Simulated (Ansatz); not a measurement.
Ionic part of the dielectric constant of ZrO₂ at 3 GPa, mode by mode

Method: Ansatz 0.2.0, DFT PBEsol, scalar-relativistic, plane waves, PAW. Plane waves to 420 eV; Γ-centred k mesh 6×6×6; fixed occupations. No spin polarisation. Phonons by linear response, acoustic sum rule imposed.

It takes space group P4_2/nmc (No. 137, tetragonal). Conventional cell: a = 3.570 Å, b = 3.570 Å, c = 5.138 Å, α = 90.00°, β = 90.00°, γ = 90.00°. Zr (site symmetry -4m2) has 8 O at 2.07 to 2.34 Å as nearest neighbours. O (site symmetry 2mm) is surrounded by 4 Zr at 2.07 to 2.34 Å.

The primitive cell has V = 65.49 Å³ and ε∞,zz = 5.243. Each polar mode adds Δε = (4.92064×10⁷/V)·S/ν² along z, with S its oscillator strength in e²/amu, ν in cm⁻¹ and V in Å³.

**Question.** From these modes, find each Δε and ε0,zz.
| ν (cm⁻¹) | S_zz (e²/amu) |
| --- | --- |
| 331.9 | 2.153 |

**Answer.**
```csv
ν (cm⁻¹),Δε
331.9,14.68
```

The sum is 14.681, so ε0,zz = 19.92; the run's tensor has 19.93.

**Question.** Where do the longitudinal modes lie for a wave vector along z?

**Answer.** At 647 cm⁻¹. The Lyddane–Sachs–Teller product Π(ν_LO/ν_TO)² = 3.80 matches ε0/ε∞ = 3.80.

This form isn't the usual stable structure of the compound at low pressure.

Cost: 1 run of about 1.1 core-minutes, on AMD EPYC 9R45 (Zen 5) (shared hosts).